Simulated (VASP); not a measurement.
Crystal: InP.

```xyz
2
Lattice="0.0000 2.9305 2.9305 2.9305 0.0000 2.9305 2.9305 2.9305 0.0000" Properties=species:S:1:pos:R:3 pbc="T T T"
In    0.0000    0.0000    0.0000
P     1.4652    1.4652    1.4652
```

Program: VASP 6.6.1. Alike in all runs: task single point; no spin polarisation; cell as given; smearing fermi-dirac 0.02 eV.

Order these runs on this cell by their pressure, lowest first.
A. level PBE; potentials or basis VASP PAW PBE potentials, release 64 (In_d, P); k mesh 7 × 7 × 7; cutoff (eV) 520; mesh quality not flagged
B. level PBEsol; potentials or basis VASP PAW PBE potentials, release 64 (In_d, P); k mesh 7 × 7 × 7; cutoff (eV) 520; mesh quality not flagged
C. level LDA; potentials or basis VASP PAW LDA potentials, release 64 (In_d, P); k mesh 4 × 4 × 4; cutoff (eV) 300; mesh quality coarse

C (-1.3 GPa), B (0.6 GPa), A (3.3 GPa).

Caveats: some runs use coarse meshes; the cutoff is under 1.25 times the usual one of these potentials, so pressure, stress and relaxed cells hold a basis-set (Pulay) error (some runs); the PAW data sets were made with another functional, which shifts forces and pressure a little (some runs).

Not every run made on this cell is shown here.
